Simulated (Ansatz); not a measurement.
# BP: the cost of one run

All numbers are computed with the Python package of Ansatz 0.2.0. Level of theory: DFT PBEsol, plane waves, PAW.

### Step 1. Starting point

Symmetry: F-43m, No. 216, cubic system. Conventional cell: a = 4.538 Å, b = 4.538 Å, c = 4.538 Å, α = 90.00°, β = 90.00°, γ = 90.00°. B (site symmetry -43m) has 4 P at 1.97 Å as nearest neighbours. P (site symmetry -43m) is surrounded by 4 B at 1.97 Å.

No structure file is read: the coordinates are typed or built in the script.

### Step 2. Script

Input file compress_bp.py:

```python
"""Volume and enthalpy of BP against pressure."""

import warnings

import ansatz as az
import numpy as np

params = {
    "occupations": "fixed",
    "functional": "PBEsol",
    "mesh": (8, 8, 8),
}

def edges_and_angles(cell):
    cell = np.asarray(cell)
    a, b, c = np.linalg.norm(cell, axis=1)
    cosines = cell[1] @ cell[2] / (b * c), cell[0] @ cell[2] / (a * c), cell[0] @ cell[1] / (a * b)
    return (a, b, c, *np.degrees(np.arccos(cosines)))


def main() -> None:
    warnings.simplefilter("ignore", az.DeckWarning)

    cell = (
        az.Lattice.of((0.0, 2.269, 2.269), (2.269, 0.0, 2.269), (2.269, 2.269, 0.0))
        .atom("B", (0.0, 0.0, 0.0))
        .atom("P", (0.25, 0.25, 0.25))
    )

    job = (
        cell.calculation()
        .occupations(params["occupations"])
        .functional(params["functional"])
        .kpoints(*params["mesh"])
        .pseudopotentials("paw")
    )

    # H = F + PV, with 1 GPa A^3 = 1/160.21766 eV
    rows = []
    for pressure in [0, 2, 4, 6, 8]:
        out = job.relax(cell=True, pressure=pressure, force_tolerance=0.005).run(threads=1)
        cell = out.lattice.cell_ang
        n_atoms = len(out.lattice.sites)
        volume = abs(np.linalg.det(cell)) / n_atoms
        enthalpy = out.report["free_energy_ev"] / n_atoms + pressure * volume / 160.21766
        rows.append((pressure, volume, enthalpy, *edges_and_angles(cell)))
        print(f"{pressure} GPa done: {volume:.4f} A^3/atom")

    print(" P (GPa)  V (A^3/atom)  H (eV/atom)     a       b       c")
    for row in rows:
        print("{:8.1f} {:12.4f} {:14.5f} {:7.4f} {:7.4f} {:7.4f}".format(*row[:6]))
    p, v = np.array([row[0] for row in rows], float), np.array([row[1] for row in rows])
    print("mean bulk modulus between rows (GPa):", np.round(-np.diff(p) / np.diff(np.log(v)), 1))


if __name__ == "__main__":
    main()
```

### Step 3. What the engine is handed

The engine receives this input (first run):

```yaml
crystal:
  lattice:
    - [0.0, 2.269, 2.269]
    - [2.269, 0.0, 2.269]
    - [2.269, 2.269, 0.0]
  atoms:
    - { symbol: B, position: [0.0, 0.0, 0.0] }
    - { symbol: P, position: [0.25, 0.25, 0.25] }
kpoints:
  mp_grid:
    grid: [8, 8, 8]
hamiltonian:
  xc: pbesol
  pseudopotentials:
    kind: paw
scf:
  occupations:
    method: fixed
relax:
  f_tol: 0.005
  cell:
    p_target: 0.0
```

### Step 4. Launch

Command:

```console
$ python compress_bp.py
```

**Question.** How long does this script take on 1 thread of Arm Neoverse V2, shared host, and how much memory does it need?

About 14 s, with a peak of 0.35 GiB.
